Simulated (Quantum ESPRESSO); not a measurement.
# PbS (Galena) (Fm-3m) in Quantum ESPRESSO: notebook, part 2 of 2

Quantum ESPRESSO 7.5. The steps go on from the part before.

### Step 3. Wannier functions, PBEsol, spin-orbit coupling, no magnetisation

pw.in reads:

```
&CONTROL
  calculation = 'scf'
  prefix = 'pwscf'
  outdir = './tmp'
  pseudo_dir = './pseudo'
  tprnfor = .true.
  tstress = .true.
  disk_io = 'low'
/
&SYSTEM
  ibrav = 0
  nat = 2
  ntyp = 2
  ecutwfc = 56
  nbnd = 32
  occupations = 'smearing'
  smearing = 'fd'
  degauss = 0.00367493
  noncolin = .true.
  lspinorb = .true.
/
&ELECTRONS
  conv_thr = 4d-10
  electron_maxstep = 120
  mixing_beta = 0.5
/
ATOMIC_SPECIES
Pb   207.2000 Pb.upf
S     32.0600 S.upf
CELL_PARAMETERS angstrom
   0.0000000000    2.9657500000    2.9657500000
   2.9657500000    0.0000000000    2.9657500000
   2.9657500000    2.9657500000    0.0000000000
ATOMIC_POSITIONS crystal
Pb     0.0000000000    0.0000000000    0.0000000000
S      0.5000000000    0.5000000000    0.5000000000
K_POINTS automatic
8 8 8 0 0 0
```

nscf.in reads:

```
&CONTROL
  calculation = 'nscf'
  prefix = 'pwscf'
  outdir = './tmp'
  pseudo_dir = './pseudo'
  disk_io = 'low'
/
&SYSTEM
  ibrav = 0
  nat = 2
  ntyp = 2
  ecutwfc = 56
  nbnd = 24
  occupations = 'smearing'
  smearing = 'fd'
  degauss = 0.00367493
  noncolin = .true.
  lspinorb = .true.
  nosym = .true.
  noinv = .true.
/
&ELECTRONS
  conv_thr = 1d-09
  electron_maxstep = 120
  mixing_beta = 0.5
  diago_full_acc = .true.
/
ATOMIC_SPECIES
Pb   207.2000 Pb.upf
S     32.0600 S.upf
CELL_PARAMETERS angstrom
   0.0000000000    2.9657500000    2.9657500000
   2.9657500000    0.0000000000    2.9657500000
   2.9657500000    2.9657500000    0.0000000000
ATOMIC_POSITIONS crystal
Pb     0.0000000000    0.0000000000    0.0000000000
S      0.5000000000    0.5000000000    0.5000000000
K_POINTS crystal
125
  0.00000000   0.00000000   0.00000000 8.00000000e-03
  0.00000000   0.00000000   0.20000000 8.00000000e-03
  0.00000000   0.00000000   0.40000000 8.00000000e-03
  0.00000000   0.00000000   0.60000000 8.00000000e-03
  0.00000000   0.00000000   0.80000000 8.00000000e-03
  0.00000000   0.20000000   0.00000000 8.00000000e-03
[... 117 lines left out ...]
  0.80000000   0.80000000   0.60000000 8.00000000e-03
  0.80000000   0.80000000   0.80000000 8.00000000e-03
```

pw2wan.in reads:

```
&INPUTPP
  prefix = 'pwscf'
  outdir = './tmp'
  seedname = 'w'
  write_mmn = .true.
  write_amn = .true.
  scdm_proj = .true.
  scdm_entanglement = 'isolated'
/
```

bands.in reads:

```
&CONTROL
  calculation = 'bands'
  prefix = 'pwscf'
  outdir = './tmp'
  pseudo_dir = './pseudo'
  disk_io = 'low'
/
&SYSTEM
  ibrav = 0
  nat = 2
  ntyp = 2
  ecutwfc = 56
  nbnd = 24
  occupations = 'smearing'
  smearing = 'fd'
  degauss = 0.00367493
  noncolin = .true.
  lspinorb = .true.
/
&ELECTRONS
  conv_thr = 1d-08
  electron_maxstep = 120
  mixing_beta = 0.5
  diago_full_acc = .true.
/
ATOMIC_SPECIES
Pb   207.2000 Pb.upf
S     32.0600 S.upf
CELL_PARAMETERS angstrom
   0.0000000000    2.9657500000    2.9657500000
   2.9657500000    0.0000000000    2.9657500000
   2.9657500000    2.9657500000    0.0000000000
ATOMIC_POSITIONS crystal
Pb     0.0000000000    0.0000000000    0.0000000000
S      0.5000000000    0.5000000000    0.5000000000
K_POINTS crystal
77
  0.00000000   0.00000000   0.00000000 1
  0.04166700   0.00000000   0.04166700 1
  0.08333300   0.00000000   0.08333300 1
  0.12500000   0.00000000   0.12500000 1
  0.16666700   0.00000000   0.16666700 1
  0.20833300   0.00000000   0.20833300 1
[... 69 lines left out ...]
  0.53125000   0.06250000   0.53125000 1
  0.50000000   0.00000000   0.50000000 1
```

w.win reads:

```
num_wann = 20
num_bands = 20
auto_projections = true
num_iter = 400
conv_tol = 1.0d-9
conv_window = 4
num_print_cycles = 40
fermi_energy = 8.4671
bands_plot = true
write_hr = true
mp_grid = 5 5 5
spinors = true
exclude_bands = 21-24
begin unit_cell_cart
ang
  0.0000000000   2.9657500000   2.9657500000
  2.9657500000   0.0000000000   2.9657500000
  2.9657500000   2.9657500000   0.0000000000
end unit_cell_cart
begin atoms_frac
Pb   0.0000000000   0.0000000000   0.0000000000
S    0.5000000000   0.5000000000   0.5000000000
end atoms_frac
begin kpoint_path
G   0.0000000000   0.0000000000   0.0000000000  X   0.5000000000   0.0000000000   0.5000000000
X   0.5000000000   0.0000000000   0.5000000000  W   0.5000000000   0.2500000000   0.7500000000
W   0.5000000000   0.2500000000   0.7500000000  K   0.3750000000   0.3750000000   0.7500000000
K   0.3750000000   0.3750000000   0.7500000000  G   0.0000000000   0.0000000000   0.0000000000
G   0.0000000000   0.0000000000   0.0000000000  L   0.5000000000   0.5000000000   0.5000000000
L   0.5000000000   0.5000000000   0.5000000000  U   0.6250000000   0.2500000000   0.6250000000
U   0.6250000000   0.2500000000   0.6250000000  W   0.5000000000   0.2500000000   0.7500000000
W   0.5000000000   0.2500000000   0.7500000000  L   0.5000000000   0.5000000000   0.5000000000
L   0.5000000000   0.5000000000   0.5000000000  K   0.3750000000   0.3750000000   0.7500000000
U   0.6250000000   0.2500000000   0.6250000000  X   0.5000000000   0.0000000000   0.5000000000
end kpoint_path
bands_num_points = 12
begin kpoints
  0.00000000   0.00000000   0.00000000
  0.00000000   0.00000000   0.20000000
  0.00000000   0.00000000   0.40000000
  0.00000000   0.00000000   0.60000000
  0.00000000   0.00000000   0.80000000
  0.00000000   0.20000000   0.00000000
[... 117 lines left out ...]
  0.80000000   0.80000000   0.60000000
  0.80000000   0.80000000   0.80000000
end kpoints
```

Potentials or basis: PseudoDojo 0.4 FR PBEsol standard.

On the command line:

```
> OMP_NUM_THREADS=1 pw.x -in pw.in > pw.out
> OMP_NUM_THREADS=1 pw.x -in nscf.in > nscf.out
> wannier90.x -pp w
> OMP_NUM_THREADS=1 pw2wannier90.x -in pw2wan.in > pw2wan.out
> wannier90.x w
> OMP_NUM_THREADS=1 pw.x -in bands.in > bands.out
```

pw.out:

```text
This program is part of the open-source Quantum ESPRESSO suite
     for quantum simulation of materials; please cite
[... 9 lines left out ...]
     --------------------
     sticks:   dense  smooth     PW     G-vecs:    dense   smooth      PW
     Sum         955     955    295                19891    19891    3287

     Using Slab Decomposition

     bravais-lattice index     =            0
     lattice parameter (alat)  =       7.9259  a.u.
     unit-cell volume          =     352.0710 (a.u.)^3
     number of atoms/cell      =            2
     number of atomic types    =            2
     number of electrons       =        20.00
     number of Kohn-Sham states=           32
     kinetic-energy cutoff     =      56.0000  Ry
     charge density cutoff     =     224.0000  Ry
     scf convergence threshold =      4.0E-10
     mixing beta               =       0.5000
     number of iterations used =            8  plain     mixing
     Exchange-correlation= PBESOL
                           (   1   4  10   8   0   0   0)
     Non magnetic calculation with spin-orbit

     celldm(1)=   7.925897  celldm(2)=   0.000000  celldm(3)=   0.000000
     celldm(4)=   0.000000  celldm(5)=   0.000000  celldm(6)=   0.000000

     crystal axes: (cart. coord. in units of alat)
               a(1) = (   0.000000   0.707107   0.707107 )
               a(2) = (   0.707107   0.000000   0.707107 )
               a(3) = (   0.707107   0.707107   0.000000 )

     reciprocal axes: (cart. coord. in units 2 pi/alat)
               b(1) = ( -0.707107  0.707107  0.707107 )
               b(2) = (  0.707107 -0.707107  0.707107 )
               b(3) = (  0.707107  0.707107 -0.707107 )

     PseudoPot. # 1 for Pb read from file:
     Pb.upf
     Pseudo is Norm-conserving + core correction, Zval = 14.0
     Generated using ONCVPSP code by D. R. Hamann
     Using radial grid of 1760 points, 10 beta functions with:
                l(1) =   0
                l(2) =   0
                l(3) =   1
                l(4) =   1
                l(5) =   1
                l(6) =   1
                l(7) =   2
                l(8) =   2
[... 61 lines left out ...]
        k(   29) = (  -0.7071068   0.3535534   0.0000000), wk =   0.0117188

     Dense  grid:    19891 G-vectors     FFT dimensions: (  40,  40,  40)

     Initial potential from superposition of free atoms

     starting charge      19.9977, renormalised to      20.0000
     Starting wfcs are   26 randomized atomic wfcs +    6 random wfcs

     Self-consistent Calculation

     iteration #  1     ecut=    56.00 Ry     beta= 0.50
     Davidson diagonalization with overlap
     ethr =  1.00E-02,  avg # of iterations =  5.3

     Threshold (ethr) on eigenvalues was too large:
     Diagonalizing with lowered threshold

     Davidson diagonalization with overlap
     ethr =  5.15E-04,  avg # of iterations =  2.2

     total energy              =    -162.31833945 Ry
     estimated scf accuracy    <       0.09982711 Ry
[... 57 lines left out ...]
     iteration # 10     ecut=    56.00 Ry     beta= 0.50
     Davidson diagonalization with overlap
     ethr =  6.41E-11,  avg # of iterations =  2.1

     End of self-consistent calculation

          k = 0.0000 0.0000 0.0000 (  2445 PWs)   bands (ev):

    -9.5643  -9.5643  -9.5643  -9.5643  -7.0011  -7.0011  -6.9934  -6.9934
    -6.9934  -6.9934  -5.0727  -5.0727   2.5458   2.5458   6.0729   6.0729
     6.4427   6.4427   6.4427   6.4427  11.9680  11.9680  14.4749  14.4749
    14.4749  14.4749  15.1427  15.1427  15.1427  15.1427  15.2808  15.2808
[... 129 lines left out ...]
    -9.5721  -9.5721  -9.5546  -9.5546  -7.0814  -7.0814  -6.9948  -6.9948
    -6.9514  -6.9514  -3.3892  -3.3892   0.6184   0.6184   3.6502   3.6502
     5.5117   5.5117   6.0469   6.0469  11.4539  11.4539  12.6071  12.6071
    13.6238  13.6238  14.7391  14.7391  18.7467  18.7467  19.3458  19.3458

          k =-0.7071 0.0000 0.0000 (  2498 PWs)   bands (ev):

    -9.5783  -9.5783  -9.5544  -9.5544  -7.1127  -7.1127  -6.9997  -6.9997
    -6.9345  -6.9345  -3.3652  -3.3652   1.4142   1.4142   3.2217   3.2217
     4.8837   4.8837   5.2093   5.2093  12.3053  12.3053  12.9971  12.9971
    14.3955  14.3955  14.7591  14.7591  19.5782  19.5782  20.5977  20.6030
[... 38 lines left out ...]
    -9.5690  -9.5690  -9.5547  -9.5547  -7.0625  -7.0625  -6.9881  -6.9881
    -6.9647  -6.9647  -3.5047  -3.5047   0.3928   0.3928   4.1945   4.1945
     5.1063   5.1063   7.4820   7.4820  10.1133  10.1133  12.3559  12.3559
    13.1089  13.1089  16.4492  16.4492  16.8595  16.8595  19.4193  19.4193

          k =-0.7071 0.1768-0.0000 (  2496 PWs)   bands (ev):

    -9.5750  -9.5750  -9.5546  -9.5546  -7.0978  -7.0978  -6.9961  -6.9961
    -6.9442  -6.9442  -3.3535  -3.3535   0.9881   0.9881   3.4338   3.4338
     4.7095   4.7095   6.1107   6.1107  11.9734  11.9734  12.6845  12.6845
    13.7969  13.7969  14.9567  14.9567  18.9662  18.9662  20.1297  20.1297

          k =-0.7071 0.3536 0.0000 (  2488 PWs)   bands (ev):

    -9.5717  -9.5717  -9.5549  -9.5549  -7.0825  -7.0825  -6.9861  -6.9861
    -6.9606  -6.9606  -3.3410  -3.3410   0.6595   0.6595   3.8584   3.8584
     4.1905   4.1905   7.5089   7.5089  10.4087  10.4087  13.0152  13.0152
    13.2882  13.2882  16.3043  16.3043  16.9595  16.9595  20.4485  20.5998

     the Fermi energy is     8.4672 ev

!    total energy              =    -162.34917863 Ry
     estimated scf accuracy    <          2.8E-10 Ry
     smearing contrib. (-TS)   =      -0.00004880 Ry
     internal energy E=F+TS    =    -162.34912983 Ry

     The total energy is F=E-TS. E is the sum of the following terms:
     one-electron contribution =     -35.80324156 Ry
     hartree contribution      =      30.34909292 Ry
     xc contribution           =     -45.66533711 Ry
     ewald contribution        =    -111.22964409 Ry

     convergence has been achieved in  10 iterations

     Forces acting on atoms (cartesian axes, Ry/au):

     atom    1 type  1   force =     0.00000000   -0.00000000   -0.00000000
     atom    2 type  2   force =    -0.00000000   -0.00000000    0.00000000

     Total force =     0.000000     Total SCF correction =     0.000000

     Computing stress (Cartesian axis) and pressure

          total   stress  (Ry/bohr**3)                   (kbar)     P=      -12.50
  -0.00008494  -0.00000000   0.00000000          -12.50       -0.00        0.00
  -0.00000000  -0.00008494   0.00000000           -0.00      -12.50        0.00
   0.00000000   0.00000000  -0.00008494            0.00        0.00      -12.50

=------------------------------------------------------------------------------=
   JOB DONE.
=------------------------------------------------------------------------------=
```

It took 6.6 min on 1 thread of Intel Xeon Platinum 8488C (Sapphire Rapids), shared host; peak memory 0.26 GiB.

Results:

- Free energy: -2208.8731 eV
- Pressure: -1.2 GPa
- Band gap on the k mesh: 0.17 eV, direct
- Band gap along the path: 0.17 eV, direct
- Total Wannier spread: 29.85 Å² over 20 functions
- RMS miss of the Wannier bands: 0.040 eV

Levels at the corners of the path, in eV from the valence-band top:
```tsv
point	band 16	band 17	band 18	band 19	band 20	band 21	band 22	band 23	band 24
Γ	-2.31	-1.94	-1.94	-1.94	-1.94	3.59	3.59	6.09	6.09
X	-5.16	-3.50	-3.50	-3.17	-3.17	3.92	3.92	4.62	4.62
W	-4.52	-4.19	-4.19	-0.87	-0.87	2.03	2.03	4.63	4.63
K	-4.73	-2.87	-2.87	-2.33	-2.33	3.07	3.07	4.23	4.23
Γ	-2.31	-1.94	-1.94	-1.94	-1.94	3.59	3.59	6.09	6.09
L	-1.65	-1.63	-1.63	0.00	0.00	0.17	0.17	1.69	1.69
U	-4.73	-2.87	-2.87	-2.33	-2.33	3.07	3.07	4.23	4.23
W	-4.52	-4.19	-4.19	-0.87	-0.87	2.03	2.03	4.63	4.63
L	-1.65	-1.63	-1.63	0.00	0.00	0.17	0.17	1.69	1.69
K	-4.73	-2.87	-2.87	-2.33	-2.33	3.07	3.07	4.23	4.23
U	-4.73	-2.87	-2.87	-2.33	-2.33	3.07	3.07	4.23	4.23
X	-5.16	-3.50	-3.50	-3.17	-3.17	3.92	3.92	4.62	4.62
```

Wannier functions:
```tsv
function	nearest atom	distance (Å)	spread (Å²)	on-site energy from the reference level (eV)
1	1 Pb	0.00	0.57	-17.53
2	1 Pb	0.00	0.57	-17.45
3	1 Pb	0.00	0.66	-16.28
4	1 Pb	0.00	0.60	-16.83
5	1 Pb	0.00	0.65	-15.99
6	1 Pb	0.00	0.67	-16.25
7	2 S	0.51	2.37	-5.19
8	2 S	0.56	2.18	-5.96
9	1 Pb	0.00	2.76	-6.42
10	2 S	0.50	2.41	-5.12
11	1 Pb	0.00	0.64	-15.35
12	2 S	0.51	2.37	-5.17
13	1 Pb	0.00	0.60	-15.56
14	1 Pb	0.00	1.49	-11.87
15	1 Pb	0.00	0.69	-15.38
16	1 Pb	0.00	1.45	-12.03
17	2 S	0.53	2.31	-5.45
18	2 S	0.51	2.38	-5.16
19	2 S	0.54	2.26	-5.65
20	2 S	0.55	2.21	-5.83
```

Parts of the spread (Å²): invariant 25.17, diagonal 0.011, off-diagonal 4.66, total 29.85. Against the direct bands the interpolation misses by 40 meV (root mean square) and 244 meV at most, for states up to 1 eV over the reference level.

Caveat: the Wannier minimisation didn't converge.

### Step 4. How close it comes

Step 2. Measured high-frequency dielectric constant of PbS: 17.2 (300 K; a printed reference work, monograph). This calculation gives 23.57 (+37.0 %). So large a miss can be the level of theory's own, or it may mean another phase, state or a wrong row.
